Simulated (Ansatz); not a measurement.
**Copper, fcc under PBE: how the cold (Marzari-Vanderbilt) smearing moves the result**

Aim: find which cold (Marzari-Vanderbilt) smearing width is enough for energy and pressure. The geometry was relaxed under PBE beforehand and stays fixed; 7 values are run, from 0.01 to 1.0 eV. Wanted are the values from which on the energy stays within 10 and 1 meV/atom, and the pressure within 0.5 GPa, of the narrowest run. Within the series other settings stay, but some runs also write fields, which adds to their time. Spin polarisation is left out.

Computed with Ansatz 0.2.0 (DFT PBE, plane waves with PAW, scalar-relativistic, unless a step says otherwise).

## (1) Starting point

The structure is cubic, space group Fm-3m (No. 225). The conventional cell has a = 3.629 Å, b = 3.629 Å, c = 3.629 Å, α = 90.00°, β = 90.00°, γ = 90.00°. Around Cu (site symmetry m-3m) lie 12 Cu at 2.57 Å.

As a file:

```
Cu
1.0
     0.00000    1.81458    1.81458
     1.81458    0.00000    1.81458
     1.81458    1.81458    0.00000
Cu
1
Direct
  0.00000 0.00000 0.00000
```

## (2) Width 0.01 eV

The run at 0.01 eV.

input.yaml reads:

```yaml
crystal:
  lattice:
    - [0.0, 1.8145751207, 1.8145751207]
    - [1.8145751207, 0.0, 1.8145751207]
    - [1.8145751207, 1.8145751207, 0.0]
  atoms:
    - { symbol: Cu, position: [0.0, 0.0, 0.0] }
hamiltonian:
  xc: pbe
  pseudopotentials:
    kind: paw
    azcp:
      Cu: "pseudopotentials/Cu.paw.azcp"
basis:
  ecutwfc: 420
  fft_grid_basis: typed
kpoints:
  mp_grid: { grid: [15, 15, 15], shift: [0, 0, 0] }
magnetization:
  spin_polarized: false
scf:
  occupations: { method: cold, width: 0.01 }
  lower_state_search: "off"
output:
  stress: true
```

Run with:

```bash
$ ansatz run input.yaml --threads 1 --pin off --max-ram 3584MiB --backend cpu --events-out ev --progress --plain --runs-dir out
```

Log, cut to the lines that bear on the results:

```text
[...]
Pseudopotentials: kind: paw
Pseudopotential: Cu, paw, valence charge 19, recommended cutoff 420 eV (normal), <dir>
Functional definition: PBE
[...]
Crystal: 1 atoms, lattice volume = 11.950 Å³
Basis set: ecut = 420 eV, 259 PW (Γ)
Bands: 14, of which v1, the nominal top of the filled ones, is band 10 counted from 1 (9 counted from 0)
Symmetry: 48 space group operations
Space group: Fm-3m (ITA 225), of the structure as read, at distance tolerance 2.3e-5 Å
k-points: 120 of 3375
[...]
SCF iter   1: F=—  HF=-6625.172640 eV  |F-HF|=—  |Δ(HF+E_count)|=         —  Δρ=1.14e-3  dr2=6.64e-5  ethr=1.77e-3  ⟨swp⟩=5.0  Hψ=8643  notcnv=0
[...]
SCF iter   4: F=-6625.172767 eV  HF=-6625.172766 eV  |F-HF|=2.61e-7  |Δ(HF+E_count)|=   4.08e-6  S|Δr|=    0.00e0  Δρ=5.27e-5  dr2=7.02e-8  ethr=5.26e-10  ⟨swp⟩=3.0  Hψ=6160  notcnv=0
[...]
SCF converged after 4 iterations
Stability not checked: this state was not tested for a lower state beside it, because cold or Methfessel-Paxton smearing, or corrected tetrahedra, fill the levels in a way that the test cannot read (fill_not_monotonic; see scf.lower_state_search)
Free energy (F): -6625.172767 eV
[...]
E sigma→0 (E₀):  -6625.172751 eV
Entropy (-TS):   -0.000048 eV (-0.048 meV/atom)
Fermi energy:    16.630988 eV
[...]
--- Stress (GPa, compression-positive) ---
       -0.168479       0.000000       0.000000
        0.000000      -0.168479      -0.000000
        0.000000       0.000000      -0.168479
  P = ⅓ Tr σ = -0.1685 GPa (-1.685 kbar)
```

Wall time 1.7 s (1 thread of Intel Xeon Platinum 8259CL at 2.50GHz (Skylake/Cascade Lake), shared host); peak memory 0.46 GiB.

## (3) Width 0.03 eV

The run at 0.03 eV.

input.yaml: that of step 2 with these lines changed.

```diff
@@ -21,3 +21,3 @@
 scf:
-  occupations: { method: cold, width: 0.01 }
+  occupations: { method: cold, width: 0.03 }
   lower_state_search: "off"
```

Run with:

```bash
$ ansatz run input.yaml --threads 1 --pin off --max-ram 3584MiB --backend cpu --events-out ev --progress --plain --runs-dir out
```

Log, cut to the lines that bear on the results:

```text
[...]
[... 3 set-up lines as earlier in the session ...]
[...]
Crystal: 1 atoms, lattice volume = 11.950 Å³
Basis set: ecut = 420 eV, 259 PW (Γ)
Bands: 14, of which v1, the nominal top of the filled ones, is band 10 counted from 1 (9 counted from 0)
[... 2 set-up lines as earlier in the session ...]
k-points: 120 of 3375
[...]
SCF iter   1: F=—  HF=-6625.172706 eV  |F-HF|=—  |Δ(HF+E_count)|=         —  Δρ=1.12e-3  dr2=6.29e-5  ethr=1.77e-3  ⟨swp⟩=5.3  Hψ=8551  notcnv=0
[...]
SCF iter   4: F=-6625.172833 eV  HF=-6625.172833 eV  |F-HF|=2.89e-7  |Δ(HF+E_count)|=   4.01e-6  S|Δr|=    0.00e0  Δρ=5.52e-5  dr2=7.66e-8  ethr=5.26e-10  ⟨swp⟩=3.0  Hψ=6160  notcnv=0
[...]
SCF converged after 4 iterations
Stability not checked: this state was not tested for a lower state beside it, because cold or Methfessel-Paxton smearing, or corrected tetrahedra, fill the levels in a way that the test cannot read (fill_not_monotonic; see scf.lower_state_search)
Free energy (F): -6625.172833 eV
[...]
E sigma→0 (E₀):  -6625.172807 eV
Entropy (-TS):   -0.000079 eV (-0.079 meV/atom)
Fermi energy:    16.631533 eV
[...]
--- Stress (GPa, compression-positive) ---
       -0.162296       0.000000       0.000000
        0.000000      -0.162296      -0.000000
        0.000000       0.000000      -0.162296
  P = ⅓ Tr σ = -0.1623 GPa (-1.623 kbar)
```

It took 1.6 s on 1 thread of Intel Xeon Platinum 8259CL at 2.50GHz (Skylake/Cascade Lake), shared host; peak memory 0.47 GiB.

## (4) Width 0.1 eV

The run at 0.1 eV.

input.yaml: that of step 3 with these lines changed.

```diff
@@ -21,3 +21,3 @@
 scf:
-  occupations: { method: cold, width: 0.03 }
+  occupations: { method: cold, width: 0.1 }
   lower_state_search: "off"
```

Run with:

```bash
$ ansatz run input.yaml --threads 1 --pin off --max-ram 3584MiB --backend cpu --events-out ev --progress --plain --runs-dir out
```

Log, cut to the lines that bear on the results:

```text
[...]
[... 3 set-up lines as earlier in the session ...]
[...]
Crystal: 1 atoms, lattice volume = 11.950 Å³
Basis set: ecut = 420 eV, 259 PW (Γ)
Bands: 14, of which v1, the nominal top of the filled ones, is band 10 counted from 1 (9 counted from 0)
[... 2 set-up lines as earlier in the session ...]
k-points: 120 of 3375
[...]
SCF iter   1: F=—  HF=-6625.172965 eV  |F-HF|=—  |Δ(HF+E_count)|=         —  Δρ=1.10e-3  dr2=5.87e-5  ethr=1.77e-3  ⟨swp⟩=5.2  Hψ=8336  notcnv=0
[...]
SCF iter   5: F=-6625.173093 eV  HF=-6625.173093 eV  |F-HF|=1.21e-8  |Δ(HF+E_count)|=   4.49e-7  S|Δr|=    0.00e0  Δρ=1.32e-5  dr2=4.73e-9  ethr=5.26e-10  ⟨swp⟩=4.0  Hψ=5047  notcnv=0
[...]
SCF converged after 5 iterations
Stability not checked: this state was not tested for a lower state beside it, because cold or Methfessel-Paxton smearing, or corrected tetrahedra, fill the levels in a way that the test cannot read (fill_not_monotonic; see scf.lower_state_search)
Free energy (F): -6625.173093 eV
[...]
E sigma→0 (E₀):  -6625.172946 eV
Entropy (-TS):   -0.000443 eV (-0.443 meV/atom)
Fermi energy:    16.636503 eV
[...]
--- Stress (GPa, compression-positive) ---
       -0.134898       0.000000      -0.000000
        0.000000      -0.134898       0.000000
       -0.000000      -0.000000      -0.134898
  P = ⅓ Tr σ = -0.1349 GPa (-1.349 kbar)
```

Run time: 2.1 s. Hardware: 1 thread of Intel Xeon Platinum 8259CL at 2.50GHz (Skylake/Cascade Lake), shared host; peak memory 0.47 GiB.

## (5) Width 0.2 eV

The run at 0.2 eV.

input.yaml: that of step 4 with these lines changed.

```diff
@@ -21,3 +21,3 @@
 scf:
-  occupations: { method: cold, width: 0.1 }
+  occupations: { method: cold, width: 0.2 }
   lower_state_search: "off"
```

Run with:

```bash
$ ansatz run input.yaml --threads 1 --pin off --max-ram 3584MiB --backend cpu --events-out ev --progress --plain --runs-dir out
```

Log, cut to the lines that bear on the results:

```text
[...]
[... 3 set-up lines as earlier in the session ...]
[...]
Crystal: 1 atoms, lattice volume = 11.950 Å³
Basis set: ecut = 420 eV, 259 PW (Γ)
Bands: 14, of which v1, the nominal top of the filled ones, is band 10 counted from 1 (9 counted from 0)
[... 2 set-up lines as earlier in the session ...]
k-points: 120 of 3375
[...]
SCF iter   1: F=—  HF=-6625.173897 eV  |F-HF|=—  |Δ(HF+E_count)|=         —  Δρ=8.86e-4  dr2=3.01e-5  ethr=1.77e-3  ⟨swp⟩=4.8  Hψ=8100  notcnv=0
[...]
SCF iter   4: F=-6625.174032 eV  HF=-6625.174032 eV  |F-HF|=8.58e-9  |Δ(HF+E_count)|=   3.59e-6  S|Δr|=    0.00e0  Δρ=5.04e-6  dr2=9.04e-10  ethr=5.26e-10  ⟨swp⟩=3.1  Hψ=6276  notcnv=0
[...]
SCF converged after 4 iterations
Stability not checked: this state was not tested for a lower state beside it, because cold or Methfessel-Paxton smearing, or corrected tetrahedra, fill the levels in a way that the test cannot read (fill_not_monotonic; see scf.lower_state_search)
Free energy (F): -6625.174032 eV
[...]
E sigma→0 (E₀):  -6625.173259 eV
Entropy (-TS):   -0.002318 eV (-2.318 meV/atom)
Fermi energy:    16.631148 eV
[...]
--- Stress (GPa, compression-positive) ---
       -0.061387       0.000000      -0.000000
       -0.000000      -0.061387      -0.000000
        0.000000      -0.000000      -0.061387
  P = ⅓ Tr σ = -0.0614 GPa (-0.614 kbar)
```

Run time: 1.9 s. Hardware: 1 thread of Intel Xeon Platinum 8259CL at 2.50GHz (Skylake/Cascade Lake), shared host; peak memory 0.46 GiB.

## (6) Width 0.3 eV

The run at 0.3 eV.

input.yaml: that of step 5 with these lines changed.

```diff
@@ -21,3 +21,3 @@
 scf:
-  occupations: { method: cold, width: 0.2 }
+  occupations: { method: cold, width: 0.3 }
   lower_state_search: "off"
@@ -25 +25,5 @@
   stress: true
+  write_density: true
+  write_potential: true
+  elf: true
+  volumetric_format: npy
```

Run with:

```bash
$ ansatz run input.yaml --threads 1 --pin off --max-ram 3584MiB --backend cpu --events-out ev --progress --plain --runs-dir out
```

Log, cut to the lines that bear on the results:

```text
[...]
[... 3 set-up lines as earlier in the session ...]
[...]
Crystal: 1 atoms, lattice volume = 11.950 Å³
Basis set: ecut = 420 eV, 259 PW (Γ)
Bands: 14, of which v1, the nominal top of the filled ones, is band 10 counted from 1 (9 counted from 0)
[... 2 set-up lines as earlier in the session ...]
k-points: 120 of 3375
[...]
SCF iter   1: F=—  HF=-6625.174687 eV  |F-HF|=—  |Δ(HF+E_count)|=         —  Δρ=7.18e-4  dr2=1.31e-5  ethr=1.77e-3  ⟨swp⟩=4.1  Hψ=7859  notcnv=0
[...]
SCF iter   4: F=-6625.174826 eV  HF=-6625.174826 eV  |F-HF|=1.63e-9  |Δ(HF+E_count)|=   2.67e-6  S|Δr|=    0.00e0  Δρ=7.45e-6  dr2=1.31e-9  ethr=5.26e-10  ⟨swp⟩=6.7  Hψ=10412  notcnv=0
[...]
SCF converged after 4 iterations
Stability not checked: this state was not tested for a lower state beside it, because cold or Methfessel-Paxton smearing, or corrected tetrahedra, fill the levels in a way that the test cannot read (fill_not_monotonic; see scf.lower_state_search)
Free energy (F): -6625.174826 eV
[...]
E sigma→0 (E₀):  -6625.174516 eV
Entropy (-TS):   -0.000932 eV (-0.932 meV/atom)
Fermi energy:    16.601611 eV
[...]
--- Stress (GPa, compression-positive) ---
       -0.037059       0.000000       0.000000
       -0.000000      -0.037059       0.000000
        0.000000      -0.000000      -0.037059
  P = ⅓ Tr σ = -0.0371 GPa (-0.371 kbar)
--- Band table (eV; the first three rows and the last of 120) ---
  k-point 0: bands = ["-96.0357", "-53.3502", "-53.3502", "-53.3502", "7.1957", "13.5464", "13.5464", "13.5464", "14.3642", "14.3642", "39.0286", "41.4386", "41.4386", "41.4386"]
[...]
```

It took 2.5 s on 1 thread of Intel Xeon Platinum 8259CL at 2.50GHz (Skylake/Cascade Lake), shared host; peak memory 0.48 GiB.

## (7) Width 0.6 eV

The run at 0.6 eV.

input.yaml: that of step 6 with these lines changed.

```diff
@@ -21,3 +21,3 @@
 scf:
-  occupations: { method: cold, width: 0.3 }
+  occupations: { method: cold, width: 0.6 }
   lower_state_search: "off"
```

Run with:

```bash
$ ansatz run input.yaml --threads 1 --pin off --max-ram 3584MiB --backend cpu --events-out ev --progress --plain --runs-dir out
```

Log, cut to the lines that bear on the results:

```text
[...]
[... 3 set-up lines as earlier in the session ...]
[...]
Crystal: 1 atoms, lattice volume = 11.950 Å³
Basis set: ecut = 420 eV, 259 PW (Γ)
Bands: 14, of which v1, the nominal top of the filled ones, is band 10 counted from 1 (9 counted from 0)
[... 2 set-up lines as earlier in the session ...]
k-points: 120 of 3375
[...]
SCF iter   1: F=—  HF=-6625.171552 eV  |F-HF|=—  |Δ(HF+E_count)|=         —  Δρ=2.25e-3  dr2=3.58e-4  ethr=1.77e-3  ⟨swp⟩=4.1  Hψ=7629  notcnv=0
[...]
SCF iter   4: F=-6625.171630 eV  HF=-6625.171630 eV  |F-HF|=6.51e-9  |Δ(HF+E_count)|=   1.40e-6  S|Δr|=    0.00e0  Δρ=1.20e-5  dr2=3.50e-9  ethr=5.26e-10  ⟨swp⟩=6.7  Hψ=10575  notcnv=0
[...]
SCF converged after 4 iterations
Stability not checked: this state was not tested for a lower state beside it, because cold or Methfessel-Paxton smearing, or corrected tetrahedra, fill the levels in a way that the test cannot read (fill_not_monotonic; see scf.lower_state_search)
Free energy (F): -6625.171630 eV
[...]
E sigma→0 (E₀):  -6625.179245 eV
Entropy (-TS):   0.022846 eV (22.846 meV/atom)
Fermi energy:    16.518464 eV
[...]
--- Stress (GPa, compression-positive) ---
       -0.142715      -0.000000       0.000000
        0.000000      -0.142715      -0.000000
       -0.000000       0.000000      -0.142715
  P = ⅓ Tr σ = -0.1427 GPa (-1.427 kbar)
--- Band table (eV; the first three rows and the last of 120) ---
  k-point 0: bands = ["-96.0116", "-53.3269", "-53.3269", "-53.3269", "7.1966", "13.5650", "13.5650", "13.5650", "14.3839", "14.3839", "39.0282", "41.4402", "41.4402", "41.4402"]
[...]
```

It took 2.6 s on 1 thread of Intel Xeon Platinum 8259CL at 2.50GHz (Skylake/Cascade Lake), shared host; peak memory 0.47 GiB.

## (8) Width 1.0 eV

The run at 1.0 eV.

input.yaml: that of step 7 with these lines changed.

```diff
@@ -21,3 +21,3 @@
 scf:
-  occupations: { method: cold, width: 0.6 }
+  occupations: { method: cold, width: 1.0 }
   lower_state_search: "off"
@@ -25,5 +25 @@
   stress: true
-  write_density: true
-  write_potential: true
-  elf: true
-  volumetric_format: npy
```

Run with:

```bash
$ ansatz run input.yaml --threads 1 --pin off --max-ram 3584MiB --backend cpu --events-out ev --progress --plain --runs-dir out
```

Log, cut to the lines that bear on the results:

```text
[...]
[... 3 set-up lines as earlier in the session ...]
[...]
Crystal: 1 atoms, lattice volume = 11.950 Å³
Basis set: ecut = 420 eV, 259 PW (Γ)
Bands: 14, of which v1, the nominal top of the filled ones, is band 10 counted from 1 (9 counted from 0)
[... 2 set-up lines as earlier in the session ...]
k-points: 120 of 3375
[...]
SCF iter   1: F=—  HF=-6625.009598 eV  |F-HF|=—  |Δ(HF+E_count)|=         —  Δρ=2.16e-2  dr2=3.41e-2  ethr=1.77e-3  ⟨swp⟩=4.5  Hψ=7569  notcnv=0
[...]
SCF iter   5: F=-6625.004397 eV  HF=-6625.004397 eV  |F-HF|=1.47e-9  |Δ(HF+E_count)|=   1.96e-7  S|Δr|=    0.00e0  Δρ=4.98e-6  dr2=7.26e-10  ethr=1.29e-10  ⟨swp⟩=3.9  Hψ=5044  notcnv=0
[...]
SCF converged after 5 iterations
Stability not checked: this state was not tested for a lower state beside it, because cold or Methfessel-Paxton smearing, or corrected tetrahedra, fill the levels in a way that the test cannot read (fill_not_monotonic; see scf.lower_state_search)
Free energy (F): -6625.004397 eV
[...]
E sigma→0 (E₀):  -6625.211176 eV
Entropy (-TS):   0.620335 eV (620.335 meV/atom)
Fermi energy:    15.984890 eV
[...]
--- Stress (GPa, compression-positive) ---
       -6.628443       0.000000      -0.000000
       -0.000000      -6.628443       0.000000
       -0.000000       0.000000      -6.628443
  P = ⅓ Tr σ = -6.6284 GPa (-66.284 kbar)
```

Wall time 1.8 s (1 thread of Intel Xeon Platinum 8259CL at 2.50GHz (Skylake/Cascade Lake), shared host); peak memory 0.47 GiB.

## (9) Convergence table

Differences are taken from the run at 0.01 eV.

```csv
smearing (eV),F (meV/atom),E(σ → 0) (meV/atom),P (GPa),SCF cycles,CPU time
0.01,0.00,0.00,-0.17,4,1.7 s
0.03,-0.07,-0.06,-0.16,4,1.6 s
0.1,-0.33,-0.20,-0.13,5,2.1 s
0.2,-1.27,-0.51,-0.06,4,1.8 s
0.3,-2.06,-1.76,-0.04,4,2.4 s
0.6,1.14,-6.49,-0.14,4,2.6 s
1.0,168.37,-38.42,-6.63,5,1.8 s
```

## (10) Outcome

```
                                           quantity                       value
       E(σ → 0) stays within 10 meV/atom of 0.01 eV                up to 0.6 eV
                   E(σ → 0) stays within 1 meV/atom                up to 0.2 eV
                      pressure stays within 0.5 GPa                up to 0.6 eV
                                pressure at 0.01 eV                   -0.17 GPa
energy of a separate run on a finer mesh (24×24×24)  -2.3 meV/atom from 0.01 eV
```

**Reading.** The far end, 1.0 eV, lies -38.4 meV/atom and -6.5 GPa from the yardstick. Over the range F shifts by +168.4 meV/atom, while E(σ → 0) shifts by -38.4. This scheme cancels the term in the square of the width, so F moves little up to 0.2 eV. The mesh (15×15×15) is fixed, so the narrowest widths carry a k-point error of their own. The yardstick itself is unsettled by 2.3 meV/atom against the finer mesh, so the thresholds above hold only within this series, and wider smearing, which averages over more states, can land nearer the fine-mesh value than the narrowest does.
